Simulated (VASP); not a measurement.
## GaP: band structure with revPBE

**Measured values to compare with.**

“Stacking defects in GaP nanowires: Electronic structure and optical properties”, 2018, arxiv:1810.01194 quotes, for a bulk crystal of GaP at 10 K: band gap 2.34 eV (indirect).

GaP:

```xyz
2
Lattice="0.0000 2.7252 2.7252 2.7252 0.0000 2.7252 2.7252 2.7252 0.0000" Properties=species:S:1:pos:R:3 pbc="T T T"
Ga    0.0000    0.0000    0.0000
P     4.0879    4.0879    4.0879
```

```yaml
Program: VASP 6.6.1
Task: band structure
Functional: revPBE
Potentials_or_basis: VASP PAW PBE potentials, release 64 (Ga_d, P)
Cutoff: 520 eV
k_mesh: 8 × 8 × 8
Occupations: fermi-dirac, width 0.05 eV
Spin: no spin polarisation
Further_INCAR_settings: ALGO = Normal; EDIFF = 1e-06
```

```
Band gap on the k mesh  : 1.70 eV, indirect (least direct gap 1.93 eV)
Band gap along the path : 1.66 eV, indirect (least direct gap 1.92 eV)
```

Levels at the corners of the path, in eV from the valence-band top:
```
point  band 7  band 8  band 9  band 10  band 11  band 12
    Γ    0.00    0.00    0.00     1.92     3.91     3.91
    X   -6.72   -2.67   -2.67     1.73     1.88    10.63
    X   -6.72   -2.67   -2.67     1.73     1.88    10.63
    W   -6.51   -3.55   -3.40     4.76     4.89     6.16
    W   -6.51   -3.55   -3.40     4.76     4.89     6.16
    K   -6.51   -3.91   -2.25     2.25     4.85     8.27
    K   -6.51   -3.91   -2.25     2.25     4.85     8.27
    Γ    0.00    0.00    0.00     1.92     3.91     3.91
    Γ    0.00    0.00    0.00     1.92     3.91     3.91
    L   -6.60   -1.11   -1.11     1.74     4.74     4.74
    L   -6.60   -1.11   -1.11     1.74     4.74     4.74
    U   -6.51   -3.91   -2.25     2.25     4.85     8.27
    U   -6.51   -3.91   -2.25     2.25     4.85     8.27
    W   -6.51   -3.55   -3.40     4.76     4.89     6.16
    W   -6.51   -3.55   -3.40     4.76     4.89     6.16
    L   -6.60   -1.11   -1.11     1.74     4.74     4.74
    L   -6.60   -1.11   -1.11     1.74     4.74     4.74
    K   -6.51   -3.91   -2.25     2.25     4.85     8.27
    U   -6.51   -3.91   -2.25     2.25     4.85     8.27
    X   -6.72   -2.67   -2.67     1.73     1.88    10.63
```

Run time: 2.1 min on 1 thread of AMD EPYC 7571 (shared host), peak memory 0.18 GiB.

Measured gap of GaP: 2.34 eV (indirect; 10 K; quoted in “Stacking defects in GaP nanowires: Electronic structure and optical properties”, 2018, arxiv:1810.01194). This calculation gives 1.66 eV (-0.68 eV). Spin-orbit coupling on Ga is left out. The value is that of revPBE, without temperature or zero-point motion. Semilocal functionals fall short of measured gaps as a rule.

Caveat: the log is that of the step along the path at fixed density, whose energy, stress, charges and moments have no meaning.
